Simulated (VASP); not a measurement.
Runs of VASP 6.6.1 on KBr. The structure is cubic, space group Pm-3m (No. 221). Conventional cell: a = 4.043 Å, b = 4.043 Å, c = 4.043 Å, α = 90.00°, β = 90.00°, γ = 90.00°. Around Br (site symmetry m-3m) lie 8 K at 3.50 Å. K (site symmetry m-3m) is surrounded by 8 Br at 3.50 Å. Measurements of this composition are mostly on another form, of space group No. 225.

```csv
task,level,potentials or basis,spin,cell,k mesh,cutoff (eV),smearing,optimiser,other keys,gap on the mesh (eV),pressure (GPa)
dielectric tensor,PBEsol+D3(BJ),"VASP PAW PBE potentials, release 64 (Br, K_sv)",off,as given,7 × 7 × 7,520,fermi-dirac 0.02 eV,-,-,(a),-
relaxation of the atoms,PW91,"VASP PAW PBE potentials, release 64 (Br, K_sv)",off,"atoms relaxed from: atoms moved at random, drawn with an rms of 0.15 Å",7 × 7 × 7,520,gaussian 0.01 eV,BFGSLineSearch,-,3.90,-0.1
density of states,BLYP+D4,"VASP PAW PBE potentials, release 64 (Br_GW, K_sv_GW)",off,as given,7 × 7 × 7,800,gaussian 0.1 eV,-,ENCUT = 800; ALGO = Fast,3.92,-0.4
single point,LDA,"VASP PAW LDA potentials, release 64 (Br, K_sv)",off,as given,7 × 7 × 7,520,gaussian 0.02 eV,-,-,3.51,(b)
```

Q: Estimate the missing entries.

A: (a) 3.73; (b) -2.6.

Caveats: an odd mesh through Γ misses points on the zone boundary, where band edges often lie; the PAW data sets were made with another functional, which shifts forces and pressure a little (some runs).

A k mesh can miss the band edges, and the runs leave out spin-orbit coupling on Br.
